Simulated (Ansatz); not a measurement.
Here is an Ansatz 0.2.0 calculation.

File input.yaml:

```yaml
crystal:
  lattice:
    - [4.613777, 0.0, 0.0]
    - [0.0, 9.563279, 0.0]
    - [0.0, 0.0, 3.119862]
  atoms:
    - { symbol: Al, position: [0.982975, 0.824573, 0.0] }
    - { symbol: Al, position: [0.017025, 0.175427, 0.0] }
    - { symbol: Al, position: [0.482975, 0.675427, 0.5] }
    - { symbol: Al, position: [0.517025, 0.324573, 0.5] }
    - { symbol: O, position: [0.5, 0.5, 0.5] }
    - { symbol: O, position: [0.123635, 0.75305, 0.5] }
    - { symbol: O, position: [0.376365, 0.25305, 0.0] }
    - { symbol: O, position: [0.623635, 0.74695, 0.0] }
    - { symbol: O, position: [0.0, 0.0, 0.0] }
    - { symbol: O, position: [0.876365, 0.24695, 0.5] }
hamiltonian:
  xc: pbe
  pseudopotentials: { kind: paw }
kpoints:
  mp_grid: { grid: [6, 3, 9] }
scf:
  occupations: { method: fermi_dirac, width: 0.05 }
output:
  forces: true
  stress: true
  eigenvalues: true
```

Potentials or basis: Ansatz PAW.

Command:

```console
$ ansatz run input.yaml --threads 4 --pin off --max-ram 11264MiB --backend cpu --events-out ev --progress --plain --runs-dir out
```

Task: What does it give for the largest force?

Result: 0.190 eV/Å.

Task: Estimate the pressure.

Result: 0.0 GPa.

Task: Estimate the band gap on the k mesh.

Result: 3.52 eV, direct.

Stress tensor (GPa, compression positive):
```
 1.28  0.00  0.00
 0.00  1.68  0.00
 0.00  0.00 -2.93
```

Caveat: odd divisions of the mesh miss points on the zone boundary, where band edges often lie, so the gap on the mesh can be too wide; the pressure holds a Pulay correction of +0.5 GPa for the finite cutoff. Expect the measured gap to be larger: semilocal functionals such as PBE lack the derivative discontinuity.
